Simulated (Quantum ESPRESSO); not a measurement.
# CoO (Pm-3m) in Quantum ESPRESSO: further runs, part 3 of 4

Quantum ESPRESSO 7.5. Earlier steps stand in the parts before.

### Step 4. Phonons, LDA, collinear spin, ferromagnetic start, target pressure -3 GPa, at which the enthalpy is minimised

Contents of pw.in:

```
&CONTROL
  calculation = 'scf'
  prefix = 'pwscf'
  outdir = './tmp'
  pseudo_dir = './pseudo'
  tprnfor = .true.
  tstress = .true.
  disk_io = 'low'
/
&SYSTEM
  ibrav = 0
  A = 2.57052631
  nat = 2
  ntyp = 2
  ecutwfc = 96
  nbnd = 21
  occupations = 'smearing'
  smearing = 'fd'
  degauss = 0.00367493
  nspin = 2
  starting_magnetization(1) = 0.1176
  starting_magnetization(2) = 0
/
&ELECTRONS
  conv_thr = 4d-10
  electron_maxstep = 120
  mixing_beta = 0.3
/
ATOMIC_SPECIES
Co    58.9332 Co.upf
O     15.9990 O.upf
CELL_PARAMETERS alat
   1.0000000000    0.0000000000    0.0000000000
   0.0000000000    1.0000000000    0.0000000000
   0.0000000000    0.0000000000    1.0000000000
ATOMIC_POSITIONS alat
Co     0.0000000000    0.0000000000    0.0000000000
O      0.5000000000    0.5000000000    0.5000000000
K_POINTS automatic
6 6 6 1 1 1
```

Contents of relax.in:

```
&CONTROL
  calculation = 'vc-relax'
  prefix = 'pwscf'
  outdir = './tmp'
  pseudo_dir = './pseudo'
  tprnfor = .true.
  tstress = .true.
  disk_io = 'low'
  nstep = 40
  forc_conv_thr = 0.0001
  etot_conv_thr = 1d-06
/
&SYSTEM
  ibrav = 0
  A = 2.57052631
  nat = 2
  ntyp = 2
  ecutwfc = 96
  nbnd = 21
  occupations = 'smearing'
  smearing = 'fd'
  degauss = 0.00367493
  nspin = 2
  starting_magnetization(1) = 0.1176
  starting_magnetization(2) = 0
/
&ELECTRONS
  conv_thr = 4d-10
  electron_maxstep = 120
  mixing_beta = 0.3
/
&IONS
  ion_dynamics = 'bfgs'
/
&CELL
  cell_dynamics = 'bfgs'
  press = -30
  press_conv_thr = 0.2
/
ATOMIC_SPECIES
Co    58.9332 Co.upf
O     15.9990 O.upf
CELL_PARAMETERS alat
   1.0000000000    0.0000000000    0.0000000000
   0.0000000000    1.0000000000    0.0000000000
   0.0000000000    0.0000000000    1.0000000000
ATOMIC_POSITIONS alat
Co     0.0000000000    0.0000000000    0.0000000000
O      0.5000000000    0.5000000000    0.5000000000
K_POINTS automatic
6 6 6 1 1 1
```

Contents of scf2.in:

```
&CONTROL
  calculation = 'scf'
  prefix = 'pwscf'
  outdir = './tmp'
  pseudo_dir = './pseudo'
  tprnfor = .true.
  tstress = .true.
  disk_io = 'low'
/
&SYSTEM
  ibrav = 0
  A = 2.54791095
  nat = 2
  ntyp = 2
  ecutwfc = 96
  nbnd = 21
  occupations = 'smearing'
  smearing = 'fd'
  degauss = 0.00367493
  nspin = 2
  starting_magnetization(1) = 0.1176
  starting_magnetization(2) = 0
/
&ELECTRONS
  conv_thr = 1d-13
  electron_maxstep = 120
  mixing_beta = 0.3
  startingpot = 'file'
  startingwfc = 'file'
/
ATOMIC_SPECIES
Co    58.9332 Co.upf
O     15.9990 O.upf
CELL_PARAMETERS alat
   0.9999999987    0.0000000000    0.0000000000
   0.0000000000    0.9999999987    0.0000000000
   0.0000000000    0.0000000000    0.9999999987
ATOMIC_POSITIONS alat
Co     0.0000000000    0.0000000000    0.0000000000
O      0.4999999993    0.4999999993    0.4999999993
K_POINTS automatic
6 6 6 1 1 1
```

Contents of ph.in:

```
phonons of CoO
&INPUTPH
  prefix = 'pwscf'
  outdir = './tmp'
  tr2_ph = 1d-18
  fildyn = 'dyn'
  niter_ph = 90
  alpha_mix(1) = 0.4
/
0.0000000000 0.0000000000 0.0000000000
```

Contents of dynmat.in:

```
&INPUT
  fildyn = 'dyn'
  asr = 'crystal'
  filout = 'dynmat.disp'
  fileig = 'dynmat.eig'
/
```

Potentials or basis: PseudoDojo 0.4.1 SR LDA standard.

Started as:

```bash
> OMP_NUM_THREADS=1 pw.x -in pw.in > pw.out
> OMP_NUM_THREADS=1 pw.x -in relax.in > relax.out
> OMP_NUM_THREADS=1 pw.x -in scf2.in > scf2.out
> OMP_NUM_THREADS=1 ph.x -in ph.in > ph.out
> OMP_NUM_THREADS=1 dynmat.x -in dynmat.in > dynmat.out
```

pw.out:

```text
This program is part of the open-source Quantum ESPRESSO suite
     for quantum simulation of materials; please cite
[... 9 lines left out ...]
     --------------------
     sticks:   dense  smooth     PW     G-vecs:    dense   smooth      PW
     Sum         725     725    221                14531    14531    2373

     Using Slab Decomposition

     bravais-lattice index     =            0
     lattice parameter (alat)  =       4.8576  a.u.
     unit-cell volume          =     114.6206 (a.u.)^3
     number of atoms/cell      =            2
     number of atomic types    =            2
     number of electrons       =        23.00
     number of Kohn-Sham states=           21
     kinetic-energy cutoff     =      96.0000  Ry
     charge density cutoff     =     384.0000  Ry
     scf convergence threshold =      4.0E-10
     mixing beta               =       0.3000
     number of iterations used =            8  plain     mixing
     Exchange-correlation= SLA  PW   NOGX NOGC
                           (   1   4   0   0   0   0   0)

     celldm(1)=   4.857591  celldm(2)=   0.000000  celldm(3)=   0.000000
     celldm(4)=   0.000000  celldm(5)=   0.000000  celldm(6)=   0.000000

     crystal axes: (cart. coord. in units of alat)
               a(1) = (   1.000000   0.000000   0.000000 )
               a(2) = (   0.000000   1.000000   0.000000 )
               a(3) = (   0.000000   0.000000   1.000000 )

     reciprocal axes: (cart. coord. in units 2 pi/alat)
               b(1) = (  1.000000  0.000000  0.000000 )
               b(2) = (  0.000000  1.000000  0.000000 )
               b(3) = (  0.000000  0.000000  1.000000 )

     PseudoPot. # 1 for Co read from file:
     Co.upf
     Pseudo is Norm-conserving + core correction, Zval = 17.0
     Generated using ONCVPSP code by D. R. Hamann
     Using radial grid of 1372 points,  6 beta functions with:
                l(1) =   0
                l(2) =   0
                l(3) =   1
                l(4) =   1
                l(5) =   2
                l(6) =   2

     PseudoPot. # 2 for O  read from file:
     O.upf
     Pseudo is Norm-conserving + core correction, Zval =  6.0
     Generated using ONCVPSP code by D. R. Hamann
     Using radial grid of  926 points,  5 beta functions with:
                l(1) =   0
                l(2) =   0
                l(3) =   1
                l(4) =   1
                l(5) =   2

     atomic species   valence    mass     pseudopotential
     Co               17.00    58.93320     Co( 1.00)
     O                 6.00    15.99900     O ( 1.00)

     Starting magnetic structure
     atomic species   magnetization
     Co              0.118
     O               0.000

     48 Sym. Ops., with inversion, found

   Cartesian axes

     site n.     atom                  positions (alat units)
         1        Co     tau(   1) = (   0.0000000   0.0000000   0.0000000  )
         2        O      tau(   2) = (   0.5000000   0.5000000   0.5000000  )

     number of k points=    10  Fermi-Dirac smearing, width (Ry)=  0.0037
                       cart. coord. in units 2pi/alat
        k(    1) = (   0.0833333   0.0833333   0.0833333), wk =   0.0370370
        k(    2) = (   0.0833333   0.0833333   0.2500000), wk =   0.1111111
        k(    3) = (   0.0833333   0.0833333   0.4166667), wk =   0.1111111
        k(    4) = (   0.0833333   0.2500000   0.2500000), wk =   0.1111111
        k(    5) = (   0.0833333   0.2500000   0.4166667), wk =   0.2222222
        k(    6) = (   0.0833333   0.4166667   0.4166667), wk =   0.1111111
        k(    7) = (   0.2500000   0.2500000   0.2500000), wk =   0.0370370
        k(    8) = (   0.2500000   0.2500000   0.4166667), wk =   0.1111111
        k(    9) = (   0.2500000   0.4166667   0.4166667), wk =   0.1111111
        k(   10) = (   0.4166667   0.4166667   0.4166667), wk =   0.0370370

     Dense  grid:    14531 G-vectors     FFT dimensions: (  32,  32,  32)

     Generating pointlists ...
     new r_m :   0.3572 (alat units)  1.7353 (a.u.) for type    1
     new r_m :   0.3572 (alat units)  1.7353 (a.u.) for type    2

     Initial potential from superposition of free atoms

     starting charge      22.9998, renormalised to      23.0000
     Starting wfcs are   14 randomized atomic wfcs +    7 random wfcs

     Self-consistent Calculation

     iteration #  1     ecut=    96.00 Ry     beta= 0.30
     Davidson diagonalization with overlap
     ethr =  1.00E-02,  avg # of iterations =  5.1

     Threshold (ethr) on eigenvalues was too large:
     Diagonalizing with lowered threshold

     Davidson diagonalization with overlap
     ethr =  6.53E-04,  avg # of iterations =  1.0

     total energy              =    -338.50979947 Ry
     estimated scf accuracy    <       0.15029854 Ry

     total magnetization       =     2.60 Bohr mag/cell
     absolute magnetization    =     2.60 Bohr mag/cell

     iteration #  2     ecut=    96.00 Ry     beta= 0.30
     Davidson diagonalization with overlap
     ethr =  6.53E-04,  avg # of iterations =  1.1

     total energy              =    -338.52016879 Ry
     estimated scf accuracy    <       0.12519205 Ry

     total magnetization       =     1.83 Bohr mag/cell
     absolute magnetization    =     1.83 Bohr mag/cell
[... 111 lines left out ...]
     iteration # 14     ecut=    96.00 Ry     beta= 0.30
     Davidson diagonalization with overlap
     ethr =  6.34E-10,  avg # of iterations =  1.1

     total energy              =    -338.54577860 Ry
     estimated scf accuracy    <          5.9E-09 Ry

     total magnetization       =     3.00 Bohr mag/cell
     absolute magnetization    =     3.01 Bohr mag/cell

     iteration # 15     ecut=    96.00 Ry     beta= 0.30
     Davidson diagonalization with overlap
     ethr =  2.58E-11,  avg # of iterations =  1.0

     Magnetic moment per site  (integrated on atomic sphere of radius R)
     atom   1 (R=0.357)  charge= 14.8703  magn=  2.4372
     atom   2 (R=0.357)  charge=  5.9030  magn=  0.5072

     End of self-consistent calculation

 ------ SPIN UP ------------

          k = 0.0833 0.0833 0.0833 (  1830 PWs)   bands (ev):

   -79.8478 -43.5458 -43.5450 -43.5450  -4.2910  11.3484  11.3484  11.7352
    12.9195  12.9195  14.0921  14.0921  14.1899  18.4471  31.2039  31.2039
    35.3675  37.3581  37.3581  44.6417  44.6417

          k = 0.0833 0.0833 0.2500 (  1823 PWs)   bands (ev):

   -79.8425 -43.5995 -43.5408 -43.5403  -3.7467   9.2311  11.3348  11.6939
    12.2424  13.4919  13.7771  14.6936  15.0967  20.2795  28.7145  31.5069
    34.6721  35.4833  40.6827  42.2456  43.6473

          k = 0.0833 0.0833 0.4167 (  1831 PWs)   bands (ev):

   -79.8371 -43.6534 -43.5361 -43.5356  -3.0965   7.3696  11.1348  11.5347
    12.1067  13.7494  14.3870  15.0972  15.7805  22.3286  25.3054  32.1016
    33.4235  34.4070  40.6440  43.1958  45.8093
[... 31 lines left out ...]
          k = 0.2500 0.4167 0.4167 (  1804 PWs)   bands (ev):

   -79.8214 -43.6355 -43.6349 -43.5783  -1.9755   8.8691   8.9322  10.3909
    13.2310  13.9342  14.0752  14.8581  15.6596  22.4906  25.4330  25.6520
    35.3164  36.0401  38.3844  39.4402  50.1867

          k = 0.4167 0.4167 0.4167 (  1826 PWs)   bands (ev):

   -79.8162 -43.6299 -43.6292 -43.6292  -1.4813   8.5719   8.5719   8.9054
    14.3507  14.3507  15.0123  15.7698  15.7698  22.7185  23.7394  23.7394
    33.0274  37.9499  37.9499  37.9840  52.6258

 ------ SPIN DOWN ----------

          k = 0.0833 0.0833 0.0833 (  1830 PWs)   bands (ev):

   -77.4640 -41.0497 -41.0486 -41.0486  -3.5384  12.7224  12.7465  12.7465
    14.4625  14.4625  16.4983  16.4983  16.5974  19.2692  31.9606  31.9606
    36.0530  37.9876  37.9876  45.1285  45.1285

          k = 0.0833 0.0833 0.2500 (  1823 PWs)   bands (ev):

   -77.4583 -41.1088 -41.0441 -41.0434  -2.9671  10.0627  12.7176  12.9304
    14.1243  15.4644  16.2776  16.8916  17.2081  21.1294  29.5634  32.1684
    35.2902  35.9453  41.1723  42.8813  44.2393

          k = 0.0833 0.0833 0.4167 (  1831 PWs)   bands (ev):

   -77.4525 -41.1682 -41.0389 -41.0383  -2.2776   8.0549  12.5810  12.9235
    14.0545  16.3207  16.5528  17.1199  17.8010  23.0752  26.1650  32.6485
    33.7900  34.9910  41.3204  43.8529  46.2657
[... 31 lines left out ...]
          k = 0.2500 0.4167 0.4167 (  1804 PWs)   bands (ev):

   -77.4357 -41.1479 -41.1473 -41.0850  -1.0889   9.8243   9.8912  11.5480
    15.2389  16.1861  16.3184  17.1389  17.7714  23.3244  26.0853  26.3165
    36.1259  36.7916  39.1339  40.2166  50.6197

          k = 0.4167 0.4167 0.4167 (  1826 PWs)   bands (ev):

   -77.4301 -41.1417 -41.1408 -41.1408  -0.5739   9.6773   9.6773   9.9564
    16.6000  16.6000  17.1469  17.9655  17.9655  23.3319  24.2872  24.2872
    33.8753  38.7705  38.7705  38.8301  53.2223

     the Fermi energy is    16.0251 ev

!    total energy              =    -338.54577860 Ry
     estimated scf accuracy    <          1.6E-10 Ry
     smearing contrib. (-TS)   =      -0.00091477 Ry
     internal energy E=F+TS    =    -338.54486384 Ry

     The total energy is F=E-TS. E is the sum of the following terms:
     one-electron contribution =    -135.16953094 Ry
     hartree contribution      =      83.95991520 Ry
     xc contribution           =     -63.82596524 Ry
     ewald contribution        =    -223.50928286 Ry

     total magnetization       =     3.00 Bohr mag/cell
     absolute magnetization    =     3.01 Bohr mag/cell

     convergence has been achieved in  15 iterations

     Forces acting on atoms (cartesian axes, Ry/au):

     atom    1 type  1   force =     0.00000000    0.00000000    0.00000000
     atom    2 type  2   force =     0.00000000    0.00000000    0.00000000

     Total force =     0.000000     Total SCF correction =     0.000000

     Computing stress (Cartesian axis) and pressure

          total   stress  (Ry/bohr**3)                   (kbar)     P=      -90.60
  -0.00061587   0.00000000   0.00000000          -90.60        0.00        0.00
   0.00000000  -0.00061587   0.00000000            0.00      -90.60        0.00
   0.00000000   0.00000000  -0.00061587            0.00        0.00      -90.60

=------------------------------------------------------------------------------=
   JOB DONE.
=------------------------------------------------------------------------------=
```

It took 3.8 min on 1 thread of AMD EPYC 7R43 (Zen 3), shared host; peak memory 0.07 GiB.

What came out:

```
Free energy                                           : -4606.1668 eV
Relaxed volume                                        : 8.27 Å³/atom
Relaxed cell                                          : a = 2.548 Å, b = 2.548 Å, c = 2.548 Å, α = 90.00°, β = 90.00°, γ = 90.00°
Space group after relaxing (to 0.05 Å)                : Pm-3m (No. 221)
Pressure after relaxing                               : -3.0 GPa
Band gap on the k mesh                                : none (metal or under the smearing width)
Net moment                                            : 2.99 μB per cell
Absolute moment                                       : 3.00 μB per cell
Site moments                                          : Co +2.43; O +0.51 μB
Valence electrons inside the program's atomic spheres : Co 14.87; O 5.90
Highest phonon frequency at Γ                         : 3 cm⁻¹
Most unstable mode                                    : 105i cm⁻¹
```

The path:
| step | energy change (eV) | largest force (eV/Å) | pressure (GPa) | volume (Å³) |
| --- | --- | --- | --- | --- |
| 1 | 0.0000 | 0.0000 | -9.06 | 16.99 |
| 2 | -0.0181 | 0.0000 | -1.88 | 16.47 |
| 3 | -0.0168 | 0.0000 | -3.06 | 16.54 |
| 4 | -0.0169 | 0.0000 | -3.00 | 16.54 |

Final structure:
```
Co O
1.0
     2.54791    0.00000    0.00000
     0.00000    2.54791    0.00000
     0.00000    0.00000    2.54791
Co O
1 1
Cartesian
  0.0000 0.0000 0.0000
  1.2740 1.2740 1.2740
```

Phonon frequencies in cm⁻¹ (negative: imaginary):
```
              q point           frequencies
(0.000, 0.000, 0.000)  -105 -105 -105 3 3 3
```

Optical modes at Γ, degenerate ones joined:
```
cm⁻¹  components  symmetry  active in
105i           3       T1u         IR
```

Caveat: the k mesh is coarse (spacing up to 0.41 Å⁻¹), so the values aren't converged; the mesh is thin for the phonons of a metal; some modes are imaginary; the cell is more than 3 GPa from zero pressure, which shifts response properties; a cell with one magnetic atom can't hold antiferromagnetic order, which such compounds often take; semilocal functionals often make such compounds metallic where correlation or magnetic order opens a gap, which also shifts bond lengths.

(Continued in part 4 of 4.)
